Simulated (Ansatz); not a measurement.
What does Ansatz print for the nuclei with this input?

The cell is a structure deposited in the COD, ions relaxed with PBE at fixed cell.

```yaml
crystal:
  lattice:
    - [6.33, 0.0, 0.0]
    - [0.0, 3.469, 0.0]
    - [-0.9467947088, 0.0, 13.8276237937]
  atoms:
    - { symbol: Te, position: [0.5570525204, 0.75, 0.3504186644] }
    - { symbol: Te, position: [0.4429474796, 0.25, 0.6495813356] }
    - { symbol: Te, position: [0.5876770534, 0.25, 0.1042268476] }
    - { symbol: Te, position: [0.4123229466, 0.75, 0.8957731524] }
    - { symbol: Te, position: [0.0968142936, 0.75, 0.1499660518] }
    - { symbol: Te, position: [0.9031857064, 0.25, 0.8500339482] }
    - { symbol: Te, position: [0.054808872, 0.25, 0.3954756705] }
    - { symbol: Te, position: [0.945191128, 0.75, 0.6045243295] }
    - { symbol: Mo, position: [0.320716143, 0.75, 0.5067318466] }
    - { symbol: Mo, position: [0.679283857, 0.25, 0.4932681534] }
    - { symbol: Mo, position: [0.1813711399, 0.25, 0.0076732689] }
    - { symbol: Mo, position: [0.8186288601, 0.75, 0.9923267311] }
kpoints:
  mp_grid: { grid: [7, 13, 4] }
scf:
  occupations: { method: fermi_dirac, width: 0.05 }
hamiltonian:
  xc: pbe
  pseudopotentials: { kind: paw_fr }
output:
  forces: true
  stress: true
  populations: true
  efg: { quadrupole_moments_barn: { Mo: -0.022 }, contact_densities: true }
magnetization:
  noncollinear: true
  spin_orbit: true
```

```sh
ansatz run input.yaml --threads 4 --pin off --max-ram 8192MiB --backend cpu --events-out ev --progress --plain --runs-dir out
```

Of the output, the block on the nuclei alone is shown; the set-up, the SCF iterations, energies, forces and stress are cut. One atom of each set with nearly equal values is shown.

```
--- PAW observables at the nuclei: V_zz in 10²¹ V/m², potentials from the cell's mean, atoms counted from 1 ---
  atom   1  Te V_zz =   -14.995526   η = 0.7486   by run symmetry: allowed
            electrostatic potential = -8659.405489 V   contact ρ = 1473156.467723 e/Å³
  atom   3  Te V_zz =   +20.529348   η = 0.6605   by run symmetry: allowed
            electrostatic potential = -8659.517941 V   contact ρ = 1473154.222544 e/Å³
  atom   5  Te V_zz =   -15.543934   η = 0.6484   by run symmetry: allowed
            electrostatic potential = -8659.434644 V   contact ρ = 1473157.365666 e/Å³
  atom   7  Te V_zz =   +20.071945   η = 0.6457   by run symmetry: allowed
            electrostatic potential = -8659.487809 V   contact ρ = 1473154.822432 e/Å³
  atom   9  Mo V_zz =    -6.958214   η = 0.7856   by run symmetry: allowed   C_q = +3.7015 MHz
            electrostatic potential = -6356.512441 V   contact ρ = 596222.757161 e/Å³
  atom  11  Mo V_zz =    -7.105305   η = 0.7760   by run symmetry: allowed   C_q = +3.7797 MHz
            electrostatic potential = -6356.534235 V   contact ρ = 596222.804702 e/Å³
```

Hardware: 4 threads of Intel Xeon Platinum 8375C CPU @ 2.90GHz (Ice Lake) (x86_64; 16 cores open to the job, memory cap 8.0 GiB, no GPU), a shared host with a load of 0.4 a core. Wall time 9.6 min, CPU time 38 min, peak memory 7.4 GiB.

The run finds no gap above 0.1 eV (a metal, or nearly one), so the gradients can move by 10 % or more with the k-mesh.
